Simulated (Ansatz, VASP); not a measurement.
## One calculation of KZnF3, two programs

File INCAR:

```
PREC = Accurate
ENCUT = 520
EDIFF = 1E-6
ISMEAR = -1
SIGMA = 0.02
LREAL = False
LASPH = True
NELM = 100
ALGO = Normal
ISIF = 2
LWAVE = False
LCHARG = False
GGA = PE
NBANDS = 29
```

Contents of KPOINTS:

```
Automatic mesh
0
Gamma
  6 6 6
```

Contents of POSCAR:

```
KZnF3
1.0
    4.0461677399      0.0000000000      0.0000000000
    0.0000000000      4.0461677399      0.0000000000
    0.0000000000      0.0000000000      3.8438593529
K Zn F
1 1 3
Direct
    0.0000000000      0.0000000000      0.0000000000
    0.5000000000      0.5000000000      0.5000000000
    0.5000000000      0.5000000000      0.0000000000
    0.5000000000      0.0000000000      0.5000000000
    0.0000000000      0.5000000000      0.5000000000
```

Input for Ansatz:

```yaml
crystal:
  lattice:
    - [4.0461677399, 0.0, 0.0]
    - [0.0, 4.0461677399, 0.0]
    - [0.0, 0.0, 3.8438593529]
  atoms:
    - { symbol: K, position: [0.0, 0.0, 0.0] }
    - { symbol: Zn, position: [0.5, 0.5, 0.5] }
    - { symbol: F, position: [0.5, 0.5, 0.0] }
    - { symbol: F, position: [0.5, 0.0, 0.5] }
    - { symbol: F, position: [0.0, 0.5, 0.5] }
kpoints:
  mp_grid: { grid: [6, 6, 6] }
  band_path:
    path: [[0.0, 0.0, 0.0], [0.0, 0.5, 0.0], [0.5, 0.5, 0.0], [0.5, 0.5, 0.5]]
    npoints: 1
hamiltonian:
  xc: pbe
scf:
  occupations: { method: fermi_dirac, width: 0.02 }
  n_extra_bands: 5
output:
  forces: true
  stress: true
  eigenvalues: true
```

Change from the starting cell: uniaxial_z strain -5.0%.

Alike in both runs: task single point; functional PBE; k mesh 6 × 6 × 6; occupations fermi-dirac, width 0.02 eV; no spin polarisation.

|  | VASP | Ansatz |
| --- | --- | --- |
| version | VASP 6.6.1 | Ansatz 0.2.0 |
| potentials or method | VASP PAW PBE potentials, release 64 (K_sv, Zn, F) | plane waves, PAW |
| plane-wave cutoff (eV) | 520 | 420 |
| valence electrons in the cell | 42 | 42 |

```tsv
	VASP	Ansatz	Ansatz less VASP
gap on the k mesh at the Fermi level (eV)	3.78	3.85	+0.077
pressure (GPa)	11.0	10.4	-0.52
largest component of the traceless stress (GPa)	4.51	4.26	-0.253
```

With one functional, cell and mesh, what is left measures potentials, basis and numerics.

A k mesh can miss the band edges.
